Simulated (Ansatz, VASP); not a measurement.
**Ba in VASP and in Ansatz**

```
Ba
1.0
     7.58730    0.00000    0.00000
    -3.79365    6.57079    0.00000
     0.00000    0.00000    4.52615
Ba
3
Direct
  0.00000 0.00000 0.00000
  0.33333 0.66667 0.50000
  0.66667 0.33333 0.50000
```

Alike in both runs: task single point; functional BLYP; k mesh 6 × 6 × 8; occupations fermi-dirac, width 0.1 eV; no spin polarisation.

```csv
,VASP,Ansatz
version,VASP 6.6.1,Ansatz 0.2.0
potentials or method,"VASP PAW PBE potentials, release 64 (Ba_sv)","plane waves (420 eV) with PAW, scalar-relativistic"
plane-wave cutoff (eV),520,420
valence electrons in the cell,30,30
```

```csv
,VASP,Ansatz,Ansatz less VASP
pressure (GPa),-0.7,-0.7,-0.02
```

Caveats: the PAW data sets were made with another functional, which shifts forces and pressure a little (VASP). The runs have no spin-orbit coupling, so splittings on Ba are missing.
